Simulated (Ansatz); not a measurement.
# Ge: a trial structure relaxed

The task: take a trial cell of Ge to zero force and stress.

Program: Ansatz 0.2.0. Level of theory: DFT PBE, scalar-relativistic, plane waves, PAW. These are calculated values, not measurements.

## Step 1: Starting point

Symmetry: Cmmm, No. 65, orthorhombic system. Conventional cell: a = 3.864 Å, b = 9.221 Å, c = 5.457 Å, α = 90.00°, β = 90.00°, γ = 90.00°. Around Ge (site symmetry mm2) lie 3 Ge at 2.30 to 2.31 Å. Ge (site symmetry m2m) has 4 Ge at 2.30 to 2.31 Å as nearest neighbours.

Coordinates:

```cif
data_structure
_symmetry_space_group_name_H-M 'P 1'
_symmetry_Int_Tables_number 1
_cell_length_a 4.9990
_cell_length_b 4.9990
_cell_length_c 5.4567
_cell_angle_alpha 90.000
_cell_angle_beta 90.000
_cell_angle_gamma 134.535
_cell_volume 97.20
loop_
_atom_site_label
_atom_site_type_symbol
_atom_site_fract_x
_atom_site_fract_y
_atom_site_fract_z
_atom_site_occupancy
Ge1 Ge 0.50000 0.50000 0.78960 1
Ge2 Ge 0.50000 0.50000 0.21040 1
Ge3 Ge 0.31730 0.68270 0.50000 1
Ge4 Ge 0.68270 0.31730 0.50000 1
```

The cell is invented: 3-, 4-connected net of one element (Cmmm, No. 65). Its size is a rough estimate.

## Step 2: Probe: one point on a coarse mesh

input.yaml reads:

```yaml
crystal:
  lattice:
    - [1.93177836, -4.61068675, 0.0]
    - [1.93177836, 4.61068675, 0.0]
    - [0.0, 0.0, 5.45667272]
  atoms:
    - { symbol: Ge, position: [0.5, 0.5, 0.789599] }
    - { symbol: Ge, position: [0.5, 0.5, 0.210401] }
    - { symbol: Ge, position: [0.3173019, 0.6826981, 0.5] }
    - { symbol: Ge, position: [0.6826981, 0.3173019, 0.5] }
basis:
  ecutwfc: 420
kpoints:
  mp_grid: { grid: [6, 6, 4] }
hamiltonian:
  xc: pbe
scf:
  occupations: { method: gaussian, width: 0.1 }
  lower_state_search: "off"
output:
  forces: true
  stress: true
  eigenvalues: true
```

Started as:

```
$ ansatz run input.yaml --threads 1 --pin off --max-ram 2560MiB --backend cpu --events-out ev --progress --plain --runs-dir out
```

The program printed, shortened:

```text
Warning: RAYON_NUM_THREADS=1 ignored (pool sized by the plan → 1); use --threads N
[...]
Pseudopotentials: kind: paw
Pseudopotential: Ge, paw, valence charge 14, recommended cutoff 420 eV (normal), Ge.paw.azcp
Functional definition: PBE
[...]
Crystal: 4 atoms, lattice volume = 97.203 Å³
Basis set: ecut = 420 eV, 1907 PW (Γ), exchange–correlation on 72×72×80 points (8 copies of the dense FFT grid, shifted against one another)
Bands: 34, of which v1, the nominal top of the filled ones, is band 28 counted from 1 (27 counted from 0)
Symmetry: 8 space group operations
Space group: Cmmm (ITA 65), of the structure as read, at distance tolerance 4.6e-5 Å
k-points: 39 of 144
[...]
SCF iter   1: F=—  HF=-17177.368887 eV  |F-HF|=—  |Δ(HF+E_count)|=         —  Δρ=3.02e-3  dr2=1.65e-2  ethr=1.77e-3  ⟨swp⟩=5.8  Hψ=5077  notcnv=0
[...]
SCF iter   7: F=-17177.362164 eV  HF=-17177.362165 eV  |F-HF|=1.28e-8  |Δ(HF+E_count)|=   6.70e-9  Δρ=4.17e-6  dr2=1.54e-8  ethr=1.79e-10  ⟨swp⟩=6.5  Hψ=5417  notcnv=0
[...]
SCF converged after 7 iterations
Free energy (F): -17177.362164 eV
[...]
E sigma→0 (E₀):  -17177.359598 eV
Entropy (-TS):   -0.005133 eV (-1.283 meV/atom)
Fermi energy:    7.679776 eV
[...]
--- Forces (eV/Å), atoms counted from 1 ---
  atom   1  Ge     0.00000000     0.00000000     1.48366337
  atom   2  Ge     0.00000000     0.00000000    -1.48366337
  atom   3  Ge     0.00000000    -0.01933830     0.00000000
  atom   4  Ge     0.00000000     0.01933830     0.00000000
[...]
--- Stress (GPa, compression-positive) ---
        7.408093       0.000000       0.000000
        0.000000      20.712820       0.000000
        0.000000       0.000000      12.084151
  P = ⅓ Tr σ = 13.4017 GPa (134.017 kbar)
--- Band table (eV; the first three rows and the last of 39) ---
[...]
```

Wall time 6.5 s (1 thread of Arm Neoverse V1, shared host); peak memory 0.39 GiB.

Read-out: pressure 13.4 GPa, largest force 1.48 eV/Å, gap on this mesh none (metal). A cheap, loose relaxation comes first.

## Step 3: Coarse relaxation

input.yaml: that of step 2 with these lines changed.

```diff
@@ -23 +23,6 @@
   eigenvalues: true
+relax:
+  adjacent_minimum: "off"
+  f_tol: 0.04
+  max_steps: 70
+  cell: { stress_tol: 0.4 }
```

Started as:

```
$ ansatz run input.yaml --threads 1 --pin off --max-ram 2560MiB --backend cpu --events-out ev --progress --plain --runs-dir out
```

The program printed:

```text
Warning: RAYON_NUM_THREADS=1 ignored (pool sized by the plan → 1); use --threads N
Engine: ansatz 0.2.0, aarch64-unknown-linux-gnu
Pseudopotentials: kind: paw
Pseudopotential: Ge, paw, valence charge 14, recommended cutoff 420 eV (normal), Ge.paw.azcp
Functional definition: PBE
  parameter kappa = 0.804
  parameter beta = 0.06672455060314922
  exchange = pbe_x(kappa = kappa, mu = beta*pi^2/3)
  correlation = pbe_c(beta = beta)
Crystal: 4 atoms, lattice volume = 97.203 Å³
Basis set: ecut = 420 eV, 1907 PW (Γ), exchange–correlation on 72×72×80 points (8 copies of the dense FFT grid, shifted against one another)
Bands: 34, of which v1, the nominal top of the filled ones, is band 28 counted from 1 (27 counted from 0)
Symmetry: 8 space group operations
Space group: Cmmm (ITA 65), of the structure as read, at distance tolerance 4.6e-5 Å
k-points: 39 of 144
Non-local potential: Ge, projectors of the file, l = 0: 2, l = 1: 2, l = 2: 3, l = 3: 1
PAW form: soft (Blöchl's): semilocal exchange-correlation on the pseudo side does not see the compensation charge
PAW one-centre angular grid: Ge, 590 points (default); XC on 64 Gauss nodes
Initial density: superposition of atomic densities (neutral atoms: chi_scale 0, normalization atom), corrected by the library's trained network
Initial wavefunctions: pseudopotential atomic-orbital guess
Functional: x = pbe(κ = 0.804, μ = 0.2195149727645171), c = pbe(β = 0.06672455060314922)
SCF iter   1: F=—  HF=-17177.368887 eV  |F-HF|=—  |Δ(HF+E_count)|=         —  Δρ=3.02e-3  dr2=1.65e-2  ethr=1.77e-3  ⟨swp⟩=5.8  Hψ=5077  notcnv=0
preconditioner: auto → LDOS  [metal: Δε(μ)=0.039 eV  Ē_g=22.727 eV  σ=0.100 eV  W_gap=0.21  n_scr=22 (ndim 8)  ℏωp=28.2 eV  f_vac=0.134  D(μ)=0.99/eV (n_scr^D=2)  β→1.0]
SCF iter   2: F=—  HF=-17177.363888 eV  |F-HF|=—  |Δ(HF+E_count)|=   5.00e-3  Δρ=1.64e-3  dr2=2.60e-3  ethr=2.95e-5  ⟨swp⟩=2.0  Hψ=2773  notcnv=0  defer=7
SCF iter   3: F=—  HF=-17177.362619 eV  |F-HF|=—  |Δ(HF+E_count)|=   1.27e-3  Δρ=7.21e-4  dr2=5.38e-4  ethr=4.64e-6  ⟨swp⟩=2.0  Hψ=2356  notcnv=0  defer=7
SCF iter   4: F=—  HF=-17177.362211 eV  |F-HF|=—  |Δ(HF+E_count)|=   4.08e-4  Δρ=1.63e-4  dr2=3.37e-5  ethr=9.61e-7  ⟨swp⟩=2.0  Hψ=2356  notcnv=0  defer=7
SCF iter   5: F=—  HF=-17177.362165 eV  |F-HF|=—  |Δ(HF+E_count)|=   4.66e-5  Δρ=4.68e-5  dr2=1.94e-6  ethr=6.02e-8  ⟨swp⟩=2.0  Hψ=2356  notcnv=0  defer=7
SCF iter   6: F=—  HF=-17177.362165 eV  |F-HF|=—  |Δ(HF+E_count)|=   3.75e-8  Δρ=1.11e-5  dr2=1.14e-7  ethr=3.47e-9  ⟨swp⟩=2.0  Hψ=2356  notcnv=0  defer=7
SCF iter   7: F=-17177.362164 eV  HF=-17177.362165 eV  |F-HF|=1.28e-8  |Δ(HF+E_count)|=   6.85e-9  Δρ=4.17e-6  dr2=1.54e-8  ethr=1.79e-10  ⟨swp⟩=8.4  Hψ=5690  notcnv=0
SCF 1 converged in 7 iterations: F = -17177.362164 eV  dr2 = 1.54e-8
relax step   1: F+E_penalty+E_count = -17177.36216449 eV  Δ(F+E_penalty+E_count) = +0.000e0 eV  max|allowed force component| = 1.484e0 eV/Å  Δτ_max = 0.0000 Å  P = +13.402 GPa  Ω = 97.203 Å³  (7 SCF iters, dr2 threshold 1.00e-7 eV, accepted)
Crystal: 4 atoms, lattice volume = 105.278 Å³
Basis set: ecut = 420 eV, 2073 PW (Γ), exchange–correlation on 72×72×80 points (8 copies of the dense FFT grid, shifted against one another)
Initial density: handed on by an earlier stage of this run
Initial wavefunctions: those handed on with the density
iter 1 solved again at ethr=5.64e-5 eV; its pass at ethr=3.10e-3 eV (dr2=3.16e-2 eV) is discarded
SCF iter   1: F=—  HF=-17178.004279 eV  |F-HF|=—  |Δ(HF+E_count)|=         —  Δρ=4.56e-3  dr2=3.22e-2  ethr=5.64e-5  ⟨swp⟩=1.2  Hψ=6501  notcnv=0
preconditioner: auto → LDOS  [insulator: Δε(μ)=0.107 eV  Ē_g=22.411 eV  σ=0.100 eV  W_gap=0.55  n_scr=22 (ndim 8)  ℏωp=27.1 eV  f_vac=0.159  D(μ)=1.18/eV (n_scr^D=4)  ε∞_Penn≈2.5  β→1.0]
SCF iter   2: F=—  HF=-17178.003171 eV  |F-HF|=—  |Δ(HF+E_count)|=   1.11e-3  Δρ=2.10e-3  dr2=1.12e-2  ethr=5.64e-5  ⟨swp⟩=3.0  Hψ=2663  notcnv=0
SCF iter   3: F=—  HF=-17178.000235 eV  |F-HF|=—  |Δ(HF+E_count)|=   2.94e-3  Δρ=7.70e-4  dr2=1.54e-3  ethr=2.00e-5  ⟨swp⟩=2.5  Hψ=2510  notcnv=0
SCF iter   4: F=—  HF=-17177.999872 eV  |F-HF|=—  |Δ(HF+E_count)|=   3.64e-4  Δρ=1.82e-4  dr2=7.85e-5  ethr=2.75e-6  ⟨swp⟩=2.1  Hψ=1613  notcnv=0
SCF iter   5: F=—  HF=-17177.999873 eV  |F-HF|=—  |Δ(HF+E_count)|=   1.15e-6  Δρ=7.04e-5  dr2=5.78e-6  ethr=1.40e-7  ⟨swp⟩=2.0  Hψ=2384  notcnv=0
SCF iter   6: F=-17177.999871 eV  HF=-17177.999871 eV  |F-HF|=5.15e-8  |Δ(HF+E_count)|=   2.26e-6  Δρ=1.65e-5  dr2=2.79e-7  ethr=7.14e-10  ⟨swp⟩=4.0  Hψ=6307  notcnv=0
SCF 2 converged in 6 iterations: F = -17177.999871 eV  dr2 = 2.79e-7
relax step   2: F+E_penalty+E_count = -17177.99987056 eV  Δ(F+E_penalty+E_count) = -6.377e-1 eV  max|allowed force component| = 2.685e-1 eV/Å  Δτ_max = 0.0290 Å  P = +6.015 GPa  Ω = 105.278 Å³  energy of the carried Pulay correction = -1.390e-3 eV  (6 SCF iters, dr2 threshold 4.00e-7 eV, accepted)
Crystal: 4 atoms, lattice volume = 112.152 Å³
Basis set: ecut = 420 eV, 2181 PW (Γ), exchange–correlation on 72×72×80 points (8 copies of the dense FFT grid, shifted against one another)
iter 1 solved again at ethr=2.14e-5 eV; its pass at ethr=3.10e-3 eV (dr2=1.20e-2 eV) is discarded
SCF iter   1: F=—  HF=-17178.216639 eV  |F-HF|=—  |Δ(HF+E_count)|=         —  Δρ=3.09e-3  dr2=1.21e-2  ethr=2.14e-5  ⟨swp⟩=2.7  Hψ=7495  notcnv=0
preconditioner: auto → LDOS  [metal: Δε(μ)=0.009 eV  Ē_g=22.187 eV  σ=0.100 eV  W_gap=0.05  n_scr=22 (ndim 8)  ℏωp=26.2 eV  f_vac=0.170  D(μ)=2.40/eV (n_scr^D=12)  β→1.0]
SCF iter   2: F=—  HF=-17178.216588 eV  |F-HF|=—  |Δ(HF+E_count)|=   5.15e-5  Δρ=8.75e-4  dr2=1.63e-3  ethr=2.14e-5  ⟨swp⟩=2.0  Hψ=1633  notcnv=0
SCF iter   3: F=—  HF=-17178.216543 eV  |F-HF|=—  |Δ(HF+E_count)|=   4.42e-5  Δρ=5.19e-4  dr2=6.38e-4  ethr=2.91e-6  ⟨swp⟩=2.0  Hψ=2418  notcnv=0
SCF iter   4: F=—  HF=-17178.216410 eV  |F-HF|=—  |Δ(HF+E_count)|=   1.34e-4  Δρ=1.46e-4  dr2=5.61e-5  ethr=1.14e-6  ⟨swp⟩=2.1  Hψ=1612  notcnv=0
SCF iter   5: F=—  HF=-17178.216453 eV  |F-HF|=—  |Δ(HF+E_count)|=   4.34e-5  Δρ=5.28e-5  dr2=4.09e-6  ethr=1.00e-7  ⟨swp⟩=3.0  Hψ=2422  notcnv=0
SCF iter   6: F=—  HF=-17178.216453 eV  |F-HF|=—  |Δ(HF+E_count)|=   3.78e-7  Δρ=2.02e-5  dr2=3.23e-7  ethr=7.14e-10  ⟨swp⟩=4.1  Hψ=6866  notcnv=0
SCF iter   7: F=-17178.216453 eV  HF=-17178.216453 eV  |F-HF|=1.85e-8  |Δ(HF+E_count)|=   1.48e-7  Δρ=4.83e-6  dr2=2.94e-8  ethr=5.77e-10  ⟨swp⟩=4.5  Hψ=5177  notcnv=0
the search or the solves at the SCF's close seem to have found levels that the self-consistency loop had missed (the run counts 1). By its estimate they hold under 1e-12 electrons; where the run keeps them, the occupations were computed again with them
SCF 3 converged in 7 iterations: F = -17178.216453 eV  dr2 = 2.94e-8
relax step   3: F+E_penalty+E_count = -17178.21645268 eV  Δ(F+E_penalty+E_count) = -2.166e-1 eV  max|allowed force component| = 5.963e-2 eV/Å  Δτ_max = 0.0179 Å  P = +1.951 GPa  Ω = 112.152 Å³  energy of the carried Pulay correction = -2.488e-3 eV  (7 SCF iters, dr2 threshold 4.00e-7 eV, accepted)
[... 11 lines left out ...]
relax step   4: F+E_penalty+E_count = -17178.23948473 eV  Δ(F+E_penalty+E_count) = -2.303e-2 eV  max|allowed force component| = 1.152e-1 eV/Å  Δτ_max = 0.0148 Å  P = -0.468 GPa  Ω = 116.995 Å³  energy of the carried Pulay correction = -3.221e-3 eV  (6 SCF iters, dr2 threshold 4.00e-7 eV, accepted)
[... 12 lines left out ...]
relax step   5: F+E_penalty+E_count = -17178.24741358 eV  Δ(F+E_penalty+E_count) = -7.929e-3 eV  max|allowed force component| = 1.898e-2 eV/Å  Δτ_max = 0.0060 Å  P = -0.103 GPa  Ω = 116.662 Å³  energy of the carried Pulay correction = -3.171e-3 eV  (6 SCF iters, dr2 threshold 4.00e-7 eV, accepted)
[... 13 lines left out ...]
relax step   6: F+E_penalty+E_count = -17178.26333162 eV  Δ(F+E_penalty+E_count) = -1.592e-2 eV  max|allowed force component| = 2.007e-2 eV/Å  Δτ_max = 0.0000 Å  P = +0.175 GPa  Ω = 116.662 Å³  stress off target by 7.23e-1 GPa  SCF on the basis re-selected at this cell (its energy is not comparable with the rows above)  (8 SCF iters)
[... 10 lines left out ...]
relax step   7: F+E_penalty+E_count = -17178.26703285 eV  Δ(F+E_penalty+E_count) = -3.701e-3 eV  max|allowed force component| = 3.236e-2 eV/Å  Δτ_max = 0.0051 Å  P = +0.021 GPa  Ω = 116.785 Å³  energy of the carried Pulay correction = -1.771e-5 eV  (5 SCF iters, dr2 threshold 4.00e-7 eV, accepted)
iter 1 solved again at ethr=4.95e-8 eV; its pass at ethr=3.10e-3 eV (dr2=2.77e-5 eV) is discarded
SCF iter   1: F=—  HF=-17178.261262 eV  |F-HF|=—  |Δ(HF+E_count)|=         —  Δρ=3.11e-4  dr2=3.00e-6  ethr=4.95e-8  ⟨swp⟩=2.8  Hψ=7898  notcnv=0
preconditioner: auto → LDOS  [metal: Δε(μ)=0.027 eV  Ē_g=22.050 eV  σ=0.100 eV  W_gap=0.15  n_scr=24 (ndim 8)  ℏωp=25.7 eV  f_vac=0.168  D(μ)=3.45/eV (n_scr^D=22)  β→1.0]
SCF iter   2: F=—  HF=-17178.267044 eV  |F-HF|=—  |Δ(HF+E_count)|=   5.78e-3  Δρ=1.73e-5  dr2=5.93e-7  ethr=5.35e-9  ⟨swp⟩=2.7  Hψ=2478  notcnv=0
SCF iter   3: F=—  HF=-17178.267041 eV  |F-HF|=—  |Δ(HF+E_count)|=   2.82e-6  Δρ=1.17e-5  dr2=1.34e-7  ethr=1.06e-9  ⟨swp⟩=2.0  Hψ=2417  notcnv=0
SCF iter   4: F=—  HF=-17178.267044 eV  |F-HF|=—  |Δ(HF+E_count)|=   2.44e-6  Δρ=3.73e-6  dr2=2.31e-8  ethr=2.40e-10  ⟨swp⟩=2.0  Hψ=2419  notcnv=0
SCF iter   5: F=—  HF=-17178.267044 eV  |F-HF|=—  |Δ(HF+E_count)|=   3.59e-7  Δρ=1.21e-6  dr2=4.44e-9  ethr=4.12e-11  ⟨swp⟩=3.0  Hψ=2476  notcnv=0
SCF iter   6: F=-17178.267044 eV  HF=-17178.267044 eV  |F-HF|=7.64e-11  |Δ(HF+E_count)|=   6.66e-9  Δρ=4.53e-7  dr2=4.64e-10  ethr=4.57e-12  ⟨swp⟩=5.1  Hψ=4207  notcnv=0
SCF 8 converged in 6 iterations: F = -17178.267044 eV  dr2 = 4.64e-10
relax step   8: F+E_penalty+E_count = -17178.26704425 eV  Δ(F+E_penalty+E_count) = -1.140e-5 eV  max|allowed force component| = 3.271e-2 eV/Å  Δτ_max = 0.0000 Å  P = +0.021 GPa  Ω = 116.785 Å³  stress off target by 1.56e-1 GPa  SCF on the basis re-selected at this cell (its energy is not comparable with the rows above)  (6 SCF iters)
basis re-selected at this cell: Δ(F+E_penalty+E_count) = -1.140e-5 eV, ΔP = +0.000 GPa vs the last step (what re-selecting the basis moved, of the pressure what is left beyond the Pulay correction that the steps carried, after the strain that the cell walked since its last selection, with what the two solves' SCF thresholds leave and, on support functions, any second-order correction that the steps lacked; it is no measure of the basis error at this ecutwfc). This SCF's stress stands 1.56e-1 GPa from its target on what of the cell is left free (relax.cell.stress_tol is 4.00e-1 GPa) and its largest allowed force component is 3.27e-2 eV/Å (relax.f_tol is 4.00e-2 eV/Å): within both
SCF converged after 6 iterations
Free energy (F): -17178.267044 eV
Harris-Foulkes:  -17178.267044 eV  (|F-HF|=7.64e-11)
Internal energy: -17178.249817 eV  (E = F + TS)
E sigma→0 (E₀):  -17178.258431 eV
Entropy (-TS):   -0.017227 eV (-4.307 meV/atom)
Fermi energy:    5.727086 eV
--- Per-component energies (eV) ---
  E_band       = -756.209611
  E_kinetic    = 441.098726
  E_local      = -11338.270222  (includes V_loc(G=0)·N_el)
  E_nonlocal   = 1669.788094
  E_hartree    = 4984.880254
  E_xc         = -299.702220
  E_vxc        = -254.726084  (∫ρ·V_xc dr)
  E_paw        = -8075.174113  (= ΣΔE_a)
  E_vpaw       = -1243.862685  (= ΣTr[D̂ρ^β])
  E_aug_tail   = 0.001362  (compensation charges beyond the density's cutoff)
  E_ewald      = -4560.871698
  E_smearing   = -0.017227  (= −TS)
  E_closure    = 0.000000  (closes the sum)
  Σ components = -17178.267044   (vs F -17178.267044, Δ=0.00e0)
--- Forces (eV/Å), atoms counted from 1 ---
  atom   1  Ge     0.00000000     0.00000000    -0.03271258
  atom   2  Ge     0.00000000    -0.00000000     0.03271258
  atom   3  Ge     0.00000000     0.00003499     0.00000000
  atom   4  Ge     0.00000000    -0.00003499    -0.00000000
  max |Σ_I F_I| component: 0.00e0 eV/Å
--- Stress (GPa, compression-positive) ---
       -0.140835       0.000000       0.000000
        0.000000       0.155521      -0.000000
        0.000000      -0.000000       0.047463
  P = ⅓ Tr σ = 0.0207 GPa (0.207 kbar)
--- Band table (eV; the first three rows and the last of 39) ---
  k-point 0: bands = ["-19.2440", "-19.1906", "-19.1870", "-19.1692", "-19.1602", "-19.1511", "-19.1253", "-19.1064", "-19.0475", "-19.0336", "-19.0251", "-19.0197", "-19.0128", "-18.9831", "-18.9699", "-18.9608", "-18.9488", "-18.9138", "-18.8842", "-18.8532", "-6.3840", "-2.7984", "-1.3970", "-0.9176", "1.4083", "4.6069", "4.6311", "5.7947", "5.9272", "6.9507", "8.3190", "9.1974", "9.4654", "10.3535"]
  k-point 1: bands = ["-19.2295", "-19.2097", "-19.1902", "-19.1600", "-19.1525", "-19.1454", "-19.1214", "-19.1090", "-19.0422", "-19.0357", "-19.0253", "-19.0175", "-19.0160", "-18.9876", "-18.9703", "-18.9682", "-18.9615", "-18.8922", "-18.8804", "-18.8720", "-6.2313", "-3.4947", "-1.1530", "-0.8360", "2.3272", "3.8614", "4.6408", "5.6836", "6.0742", "7.8261", "8.1570", "8.8678", "9.3854", "10.4435"]
  k-point 2: bands = ["-19.2223", "-19.2150", "-19.1897", "-19.1507", "-19.1457", "-19.1411", "-19.1173", "-19.1113", "-19.0652", "-19.0353", "-19.0257", "-19.0210", "-19.0041", "-18.9904", "-18.9777", "-18.9753", "-18.9338", "-18.9075", "-18.8806", "-18.8771", "-6.0298", "-4.0602", "-1.0381", "-0.7463", "3.3554", "3.3722", "4.6506", "6.3397", "6.7322", "6.8681", "6.9180", "8.0493", "10.9786", "11.1414"]
  k-point 38: bands = ["-19.2407", "-19.2095", "-19.1922", "-19.1398", "-19.1278", "-19.1255", "-19.1253", "-19.0821", "-19.0768", "-19.0587", "-19.0554", "-19.0551", "-18.9998", "-18.9751", "-18.9646", "-18.9617", "-18.9365", "-18.8924", "-18.8868", "-18.8805", "-4.9738", "-4.4401", "-3.9360", "1.6433", "4.0966", "4.2331", "4.4797", "4.7508", "6.7730", "7.3932", "8.6682", "9.2296", "9.8161", "10.5376"]
--- Relaxed structure (6 steps of the walk, 6 accepted, 2 SCFs on fresh bases) ---
  F+E_penalty+E_count = -17178.26704425 eV   max|allowed force component| = 3.271e-2 eV/Å   (the final SCF, on the basis selected at the relaxed cell)
  cell:  # Å, volume = 116.7852 Å³
    - [1.9607827373173128, -5.21235110791279, 0.0]
    - [1.9607827373173128, 5.21235110791279, 0.0]
    - [0.0, 0.0, 5.713399182025522]
  atoms:
    - { symbol: Ge, position: [0.5, 0.5, 0.790493394992592] }
    - { symbol: Ge, position: [0.5, 0.5, 0.20950660500740814] }
    - { symbol: Ge, position: [0.32274083974090595, 0.677259160259094, 0.5] }
    - { symbol: Ge, position: [0.677259160259094, 0.32274083974090595, 0.5] }
```

Wall time 65 s (1 thread of Arm Neoverse V1, shared host); peak memory 0.43 GiB.

Step by step:

| step | E - E(step 1) (eV/cell) | largest force component (eV/Å) | pressure (GPa) | volume (Å³) |
| --- | --- | --- | --- | --- |
| 1 | 0.0000 | 1.4837 | 13.40 | 97.20 |
| 2 | -0.6377 | 0.2685 | 6.02 | 105.28 |
| 3 | -0.8543 | 0.0596 | 1.95 | 112.15 |
| 4 | -0.8773 | 0.1152 | -0.47 | 117.00 |
| 5 | -0.8853 | 0.0190 | -0.10 | 116.66 |
| 6 | -0.9012 | 0.0201 | 0.17 | 116.66 |
| 7 | -0.9049 | 0.0324 | 0.02 | 116.79 |
| 8 | -0.9049 | 0.0327 | 0.02 | 116.79 |

Step 1 is the start. Steps 6, 8 each repeat the geometry before them on a plane-wave basis chosen anew, so the energy can jump there without any move.

Lengths and angles in the start's conventional setting:

|  | before | after | change |
| --- | --- | --- | --- |
| a (Å) | 3.864 | 3.922 | +1.5 % |
| b (Å) | 9.221 | 10.425 | +13.0 % |
| c (Å) | 5.457 | 5.713 | +4.7 % |
| volume (Å³/atom) | 24.30 | 29.20 | +20.1 % |
| shortest distance (Å) | 2.296 | 2.394 | +4.3 % |
| space group (0.01 Å) | Cmmm | Cmmm | same |

Forces and stress were held to the start's 8 operations: a distortion of lower symmetry was not tested.

[end of part 1 of 2]
